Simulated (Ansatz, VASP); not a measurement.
# CaO (Lime) in VASP and in Ansatz

The input INCAR:

```
PREC = Accurate
ENCUT = 520
EDIFF = 1E-7
ISMEAR = 0
SIGMA = 0.01
LREAL = F
LASPH = T
NELM = 60
ALGO = Normal
ISIF = 2
LWAVE = F
LCHARG = F
GGA = PE
NBANDS = 15
```

KPOINTS

```
Automatic mesh
0
Gamma
  8 8 8
```

Contents of POSCAR:

```
CaO
1.0
    0.0000000000      2.4150560130      2.4150560130
    2.4150560130      0.0000000000      2.4150560130
    2.4150560130      2.4150560130      0.0000000000
Ca O
1 1
Direct
    0.0000000000      0.0000000000      0.0000000000
    0.5000000000      0.5000000000      0.5000000000
```

Input for Ansatz:

```yaml
crystal:
  lattice:
    - [0.0, 2.415056013, 2.415056013]
    - [2.415056013, 0.0, 2.415056013]
    - [2.415056013, 2.415056013, 0.0]
  atoms:
    - { symbol: Ca, position: [0.0, 0.0, 0.0] }
    - { symbol: O, position: [0.5, 0.5, 0.5] }
kpoints:
  mp_grid: { grid: [8, 8, 8] }
hamiltonian:
  xc: pbe
scf:
  occupations: { method: fixed }
  n_extra_bands: 4
output:
  forces: true
  stress: true
  eigenvalues: true
```

Alike in both runs: task single point; functional PBE; k mesh 8 × 8 × 8; no spin polarisation.

```csv
,VASP,Ansatz
version,VASP 6.6.1,Ansatz 0.2.0
potentials or method,"VASP PAW PBE potentials, release 64 (Ca_sv, O)","plane waves, PAW"
plane-wave cutoff (eV),520,420
occupations,"gaussian, width 0.01 eV",fixed
valence electrons in the cell,16,16
```

VASP gave:

- gap on the k mesh at the Fermi level (eV): 3.64
- pressure (GPa): 0.6

Problem. Estimate Ansatz's values.

Solution. gap on the k mesh at the Fermi level (eV): 3.66; pressure (GPa): 0.0.

A k mesh can miss the band edges.
